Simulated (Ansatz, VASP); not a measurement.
**C: VASP beside Ansatz**

INCAR

```
SYSTEM = C
  PREC = Accurate
  ENCUT = 520
  EDIFF = 1E-7
  ISMEAR = 0
  SIGMA = 0.05
  LREAL = .False.
  LASPH = .True.
  NELM = 80
  ALGO = Normal
  ISIF = 2
  LWAVE = .False.
  LCHARG = .True.
  GGA = PE
  LELF = .True.
  LVHAR = .True.
  NBANDS = 11
```

File KPOINTS:

```
regular mesh
0
Gamma
  12 12 12
  0 0 0
```

Contents of POSCAR:

```
C
1.0
    0.0000000000      1.8013627353      1.8013627353
    1.7857375319      0.0156252034      1.7857375319
    1.7857375319      1.7857375319      0.0156252034
C
2
Direct
    0.5000000000      0.5000000000      0.5000000000
    0.7500000000      0.7500000000      0.7500000000
```

Input for Ansatz:

```yaml
crystal:
  lattice:
    - [0.0, 1.8013627353, 1.8013627353]
    - [1.7857375319, 0.0156252034, 1.7857375319]
    - [1.7857375319, 1.7857375319, 0.0156252034]
  atoms:
    - { symbol: C, position: [0.5, 0.5, 0.5] }
    - { symbol: C, position: [0.75, 0.75, 0.75] }
basis:
  ecutwfc: 420
kpoints:
  mp_grid: { grid: [12, 12, 12] }
hamiltonian:
  xc: pbe
scf:
  occupations: { method: gaussian, width: 0.05 }
output:
  forces: true
  stress: true
  eigenvalues: true
  write_density: true
  write_potential: true
  elf: true
  volumetric_format: npy
```

Change from the starting cell: strain +0.0175 x Voigt [0, 0, 0, 1, 0, 0], atoms carried along.

Alike in both runs: task single point; functional PBE; k mesh 12 × 12 × 12; occupations gaussian, width 0.05 eV; no spin polarisation.

|  | VASP | Ansatz |
| --- | --- | --- |
| version | VASP 6.6.1 | Ansatz 0.2.0 |
| potentials or method | VASP PAW PBE potentials, release 64 (C) | scalar-relativistic, plane waves, PAW |
| plane-wave cutoff (eV) | 520 | 420 |
| valence electrons in the cell | 8 | 8 |

|  | VASP | Ansatz | Ansatz less VASP |
| --- | --- | --- | --- |
| gap on the k mesh at the Fermi level (eV) | 4.12 | 4.13 | +0.007 |
| least direct gap on the mesh (eV) | 5.31 | 5.32 | +0.004 |
| pressure (GPa) | 0.9 | 0.2 | -0.67 |
| largest component of the traceless stress (GPa) | 9.88 | 9.81 | -0.069 |
| rms of the force components (eV/Å) | 0.030 | 0.027 | -0.0028 |

Atom by atom the forces differ by 0.003 eV/Å (rms over components). The functional is the same, so the differences come from potentials, cutoffs and numerics.
